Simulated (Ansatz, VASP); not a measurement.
**Two plane-wave programs on Ni**

Contents of INCAR:

```
PREC = Accurate ; ENCUT = 520
EDIFF = 1E-6 ; ISMEAR = 0
SIGMA = 0.05 ; LREAL = False
LASPH = True ; NELM = 150
ALGO = Normal ; ISIF = 2
LWAVE = False ; LCHARG = False
ISPIN = 2 ; MAGMOM = 0.72
LORBIT = 11 ; LMAXMIX = 4
GGA = CA ; NBANDS = 15
```

File KPOINTS:

```
Automatic mesh
0
Gamma
  20 20 20
```

File POSCAR:

```
Ni
1.0
    0.0000000000      1.6992613169      1.6992613169
    1.6992613169      0.0000000000      1.6992613169
    1.6992613169      1.6992613169      0.0000000000
Ni
1
Direct
    0.0000000000      0.0000000000      0.0000000000
```

Input for Ansatz:

```yaml
crystal:
  lattice:
    - [0.0, 1.6992613169, 1.6992613169]
    - [1.6992613169, 0.0, 1.6992613169]
    - [1.6992613169, 1.6992613169, 0.0]
  atoms:
    - { symbol: Ni, position: [0.0, 0.0, 0.0], spin: 0.72 }
basis:
  ecutwfc: 420
  ecutrho_ratio: 4
kpoints:
  mp_grid: { grid: [20, 20, 20] }
hamiltonian:
  xc: lda
scf:
  occupations: { method: gaussian, width: 0.05 }
output:
  forces: true
  stress: true
  eigenvalues: true
  populations: true
magnetization:
  spin_polarized: true
```

Alike in both runs: task single point; functional LDA; k mesh 20 × 20 × 20; occupations gaussian, width 0.05 eV; collinear spin.

|  | VASP | Ansatz |
| --- | --- | --- |
| version | VASP 6.6.1 | Ansatz 0.2.0 |
| potentials or method | VASP PAW LDA potentials, release 64 (Ni) | scalar-relativistic, plane waves, PAW |
| plane-wave cutoff (eV) | 520 | 420 |
| valence electrons in the cell | 10 | 18 |

Ansatz gave:

* pressure (GPa): 6.0
* net moment per atom (μB): 0.61
* size of the moment on the site where the two differ most (μB): 0.63

Question: What did VASP give for the same quantities?

Answer: Pressure (GPa): 5.8; net moment per atom (μB): 0.61; size of the moment on the site where the two differ most (μB): 0.60.

Site moments also hang on the region over which each program counts them. The two sets of potentials don't hold the same shells in valence.
